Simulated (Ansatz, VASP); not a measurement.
HgTe in VASP and in Ansatz

```
CELL_PARAMETERS angstrom
0.00000 3.22350 3.22350
3.22350 0.00000 3.22350
3.22350 3.22350 0.00000
ATOMIC_POSITIONS crystal
Hg 0.00000 0.00000 0.00000
Te 0.75000 0.75000 0.75000
```

Alike in both runs: task single point; functional PBEsol; k mesh 14 × 14 × 14; occupations gaussian, width 0.15 eV; no spin polarisation.

```csv
,VASP,Ansatz
version,VASP 6.6.1,Ansatz 0.2.0
potentials or method,"VASP PAW PBE potentials, release 64 (Hg, Te)","scalar-relativistic, plane waves, PAW"
plane-wave cutoff (eV),520,420
valence electrons in the cell,18,36
```

Ansatz gave:

| Item | Value |
| --- | --- |
| gap on the k mesh at the Fermi level (eV) | none |
| pressure (GPa) | 1.3 |

**Question.** Which values does VASP return?

**Answer.** gap on the k mesh at the Fermi level (eV): none; pressure (GPa): 1.4.

A gap of «none» marks a metal or a gap that the smearing closes. The two sets of potentials don't hold the same shells in valence.

Caveats: the PAW data sets were made with another functional, which shifts forces and pressure a little (VASP). Spin-orbit coupling is left out, which matters for the levels of Hg, Te.
